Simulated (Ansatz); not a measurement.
# CdS: a vibration from a frozen displacement

All numbers below come from DFT PBE, scalar-relativistic, plane waves, PAW in Ansatz. The runs took a 420 eV cutoff, a Γ-centred 8×8×8 mesh and Gaussian smearing (0.05 eV). No spin polarisation. Energies are free energies at this smearing, counted from the undisturbed cell; pressure is positive in compression.

Zero of the scan (as given, not relaxed at this level; it stands at 3.3 GPa; this zinc-blende form isn't the usual structure):

```
Cd S
1.0
     0.00000    2.91000    2.91000
     2.91000    0.00000    2.91000
     2.91000    2.91000    0.00000
Cd S
1 1
Direct
  0.00000 0.00000 0.00000
  0.75000 0.75000 0.75000
```

Every S atom is moved by x along the Cartesian unit vector (0.000, -0.707, -0.707); the cell and all other atoms stay fixed. The cell's volume is 49.28 Å³; the moved atoms weigh 32.060 u together and the others 112.414 u. Some rows repeat others by symmetry and weren't run.

| x (Å) | ΔE (meV/cell) | total force on the moved atoms along the move (eV/Å) | pressure (GPa) |
| --- | --- | --- | --- |
| -0.3000 | 252.65 | 1.7996 | 5.6075 |
| -0.2625 | 190.32 | 1.5276 | 5.0502 |
| -0.2250 | 137.84 | 1.2743 | 4.5750 |
| -0.1875 | 94.55 | 1.0370 | 4.1785 |
| -0.1500 | 59.89 | 0.8132 | 3.8581 |
| -0.1125 | 33.42 | 0.6003 | 3.6114 |
| -0.0750 | 14.77 | 0.3957 | 3.4365 |
| -0.0375 | 3.68 | 0.1964 | 3.3321 |
| 0.0000 | 0.00 | 0.0000 | 3.2973 |
| 0.0375 | 3.68 | -0.1964 | 3.3321 |
| 0.0750 | 14.77 | -0.3957 | 3.4365 |
| 0.1125 | 33.42 | -0.6003 | 3.6114 |
| 0.1500 | 59.89 | -0.8132 | 3.8581 |
| 0.1875 | 94.55 | -1.0370 | 4.1785 |
| 0.2250 | 137.84 | -1.2743 | 4.5750 |
| 0.2625 | 190.32 | -1.5276 | 5.0502 |
| 0.3000 | 252.65 | -1.7996 | 5.6075 |

**Question.** What frequency belongs to this motion?

**Answer.** The force constant is k = −dF/dx = 5.238 eV/Å², from the parabola through x = -0.0375, 0 and 0.0375. In every cell the moved atoms swing against the rest, so the mass is μ = m₁m₂/(m₁ + m₂) = 24.946 u, and ν̃ = 521.5 cm⁻¹ × √(|k|/μ) = 239 cm⁻¹, at this cell's pressure of 3.3 GPa. To first order in x, and within 1 %, the force on every atom lies along the move and, within each of the two groups, in proportion to the atom's mass, so this is itself a mode at the zone centre of this cell, taken without macroscopic field (the transverse frequency in a polar insulator).

**Question.** How far does the harmonic law reach?

**Answer.** At x = -0.300 Å, kx²/2 = 235.72 meV against the computed 252.65 meV (+7.2 %): the well is still close to harmonic there.

**Question.** The pressure changes with x². What does that say about the frequency under compression?

**Answer.** With E = k(V)x²/2, k ∝ V^(−2γ) and x scaling with the cell as V^(1/3), P − P0 = −∂E/∂V = (2γ − 2/3) ΔE/V. At x = 0.0750 Å, V(P − P0) = 49.28 × 0.13912 / 160.2 eV = 42.79 meV and ΔE = 14.77 meV, so γ = 1/3 + V(P − P0)/(2ΔE) = 1.78. This is the Grüneisen parameter of the motion under uniform scaling of the cell: shrinking the cell evenly by 1 % in volume raises the frequency by about 1.78 %.